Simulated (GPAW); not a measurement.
Hf:

```xyz
2
Lattice="3.1967 0.0000 0.0000 -1.5983 2.7684 0.0000 0.0000 0.0000 5.0578" Properties=species:S:1:pos:R:3 pbc="T T T"
Hf    1.5984    0.9228    3.7934
Hf    0.0000    1.8456    1.2645
```

```yaml
Program: GPAW 26.7.0
Task: relaxation of cell and atoms
Functional: RPBE
Dispersion: D3(BJ)
Potentials_or_basis: the program's PAW data sets (release 1.2.1) made for this functional
Cutoff: 600 eV
Basis: pw
k_mesh: 10 × 10 × 5
Occupations: fermi-dirac, width 0.05 eV
Spin: no spin polarisation
```

At the start: pressure -23.7 GPa; volume 22.38 Å³/atom.

How do energy, volume and symmetry change on relaxing?

Over 6 steps the energy falls by 352.9 meV/atom and the volume is 18.25 Å³/atom (-18.5 %); space group P6_3/mmc (No. 194, to 0.05 Å).

Step by step:
| step | energy change (eV) | largest force (eV/Å) | pressure (GPa) | volume (Å³) |
| --- | --- | --- | --- | --- |
| 1 | 0.0000 | 0.0000 | -23.75 | 44.76 |
| 2 | -0.3986 | 0.0000 | -17.31 | 41.69 |
| 3 | -0.6985 | 0.0000 | 3.03 | 35.87 |
| 4 | -0.7053 | 0.0000 | -0.19 | 36.57 |
| 5 | -0.7055 | 0.0000 | -0.05 | 36.54 |
| 6 | -0.7059 | 0.0000 | 0.08 | 36.50 |

Final structure:
```
Hf
1.0
     2.97684    0.00000    0.00000
    -1.48842    2.57802    0.00000
     0.00000    0.00000    4.75566
Hf
2
Direct
  0.66667 0.33333 0.75000
  0.33333 0.66667 0.25000
```

Caveat: later steps reuse the first step's grids; the volume moved by over 15 % at a fixed basis, so the end points are rough; the volume moved by -18 % from the deposited cell, more than functionals usually miss; pairwise dispersion overbinds metals, which lowers pressure and volume.
